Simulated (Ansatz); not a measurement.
**BaTe: a single-point run**

The task is a single-point run on BaTe. The structure is shown as the input types it.

Method: density functional or hybrid calculation with the settings of its input, plane waves (as first typed), in Ansatz 0.2.0.

3 further runs of the same task are left out: 3 that didn't finish.

### Step 1. The starting structure

The structure is cubic, space group Fm-3m (No. 225). The conventional cell has a = 7.065 Å, b = 7.065 Å, c = 7.065 Å, α = 90.00°, β = 90.00°, γ = 90.00°. Ba (site symmetry m-3m) is surrounded by 6 Te at 3.53 Å. Te (site symmetry m-3m) has 6 Ba at 3.53 Å as nearest neighbours.

Coordinates:

```
Ba Te
1.0
     0.00000    3.53238    3.53238
     3.53238    0.00000    3.53238
     3.53238    3.53238    0.00000
Ba Te
1 1
Direct
  0.00000 0.00000 0.00000
  0.50000 0.50000 0.50000
```

### Step 2. The calculation

input.yaml reads:

```yaml
crystal:
  lattice:
    - [0.0, 3.532379313, 3.532379313]
    - [3.532379313, 0.0, 3.532379313]
    - [3.532379313, 3.532379313, 0.0]
  atoms:
    - { symbol: Ba, position: [0.0, 0.0, 0.0] }
    - { symbol: Te, position: [0.5, 0.5, 0.5] }
kpoints:
  mp_grid: { grid: [4, 4, 4] }
hamiltonian:
  xc: pbe
scf:
  occupations: { method: fixed }
  n_extra_bands: 4
  max_iter: 76
output:
  forces: true
  stress: true
  eigenvalues: true
basis:
  ecutwfc: 40
```

On the command line:

```bash
$ ansatz run input.yaml --threads 4 --pin off --max-ram 3686MiB --backend cpu --events-out ev --progress --plain --runs-dir out
```

**Question.** How will this run end, and is anything wrong with its input?

This run ends as converged, with warnings (band overlap at count, cutoff below recommended, metallic iterate). It gives a pressure of -73 GPa, which is large.

The suspect setting: basis.ecutwfc is 40. The cutoff lies far under what these potentials need. The potentials' recommended cutoff is 420 eV.

Run again and compare: delete basis.ecutwfc (the default then holds).
